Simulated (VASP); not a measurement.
Input of a VASP 6.6.1 run:

The input INCAR:

```
PREC = Accurate
ENCUT = 600
EDIFF = 1E-6
ISMEAR = 0
SIGMA = 0.03
LREAL = F
LASPH = T
NELM = 80
ALGO = Normal
ISIF = 3
LWAVE = F
LCHARG = F
GGA = PE
IVDW = 12
IBRION = 2
NSW = 90
EDIFFG = -0.01
LATTICE_CONSTRAINTS = .TRUE. .TRUE. .FALSE.
KPAR = 4
```

File KPOINTS:

```
regular mesh
0
Gamma
  12 12 1
```

Contents of POSCAR:

```
WSe2
1.0
    3.2900000000      0.0000000000      0.0000000000
   -1.6450000000      2.8492235800      0.0000000000
    0.0000000000      0.0000000000     21.3462600000
Se W
2 1
Direct
    0.3333333300      0.6666666700      0.4216195200
    0.3333333300      0.6666666700      0.5783804800
    0.6666666700      0.3333333300      0.5000000000
```

Potentials or basis: VASP PAW PBE potentials, release 64 (Se, W_sv).

Run with:

```console
$ cat potpaw_PBE.64/Se/POTCAR potpaw_PBE.64/W_sv/POTCAR > POTCAR
$ mpirun -np 4 vasp_std > vasp.out
```

(1) Predict the dispersion energy per atom.

(2) What does it give for the space group after relaxing (to 0.05 Å)?

Answers

(1) -0.337 eV.

(2) P-6m2 (No. 187).
